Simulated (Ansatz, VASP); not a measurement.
**One calculation of Al, two programs**

```xyz
1
Lattice="0.0000 1.9960 1.9960 1.9960 0.0000 1.9960 1.9960 1.9960 0.0000" Properties=species:S:1:pos:R:3 pbc="T T T"
Al    0.0000    0.0000    0.0000
```

Alike in both runs: functional r2SCAN; k mesh 18 × 18 × 18; occupations gaussian, width 0.1 eV; no spin polarisation.

Ansatz relaxed the structure, and its values are those at the end. VASP's run is a single point on that final structure, the one shown.

|  | VASP | Ansatz |
| --- | --- | --- |
| version | VASP 6.6.1 | Ansatz 0.2.0 |
| potentials or method | VASP PAW PBE potentials, release 64 (Al) | scalar-relativistic, plane waves, PAW |
| plane-wave cutoff (eV) | 520 | 500 |
| valence electrons in the cell | 3 | 3 |

VASP gave:

- gap on the k mesh at the Fermi level (eV): none
- pressure (GPa): -0.3

Task: Estimate Ansatz's values.

Result: gap on the k mesh at the Fermi level (eV): none; pressure (GPa): 0.0.

A gap of «none» marks a metal or a gap that the smearing closes.

Caveats: the PAW data sets were made with another functional, which shifts forces and pressure a little (VASP).
